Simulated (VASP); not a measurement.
Here is a VASP 6.6.1 calculation.

Contents of INCAR:

```
PREC = Accurate ; ENCUT = 520
EDIFF = 1E-6 ; ISMEAR = 1
SIGMA = 0.15 ; LREAL = F
LASPH = T ; NELM = 100
ALGO = Normal ; ISIF = 2
LWAVE = F ; LCHARG = F
GGA = PE ; NBANDS = 11
```

The input KPOINTS:

```
regular mesh
0
Gamma
  11 11 11
```

File POSCAR:

```
BeTe
1.0
    0.0000000000      2.7700000000      2.7700000000
    2.7700000000      0.0000000000      2.7700000000
    2.7700000000      2.7700000000      0.0000000000
Be Te
1 1
Direct
    0.0000000000      0.0000000000      0.0000000000
    0.7500000000      0.7500000000      0.7500000000
```

Potentials or basis: VASP PAW PBE potentials, release 64 (Be, Te).

Launch:

```console
$ cat potpaw_PBE.64/Be/POTCAR potpaw_PBE.64/Te/POTCAR > POTCAR
$ mpirun -np 1 vasp_std > vasp.out
```

Question: Predict the pressure.

Answer: 4.4 GPa.

Question: Estimate the band gap on the k mesh.

Answer: 1.87 eV, indirect (least direct gap 3.56 eV).

Caveat: spin-orbit coupling is left out, which moves the levels of the heavy elements; an odd mesh through Γ misses points on the zone boundary, where band edges often lie.
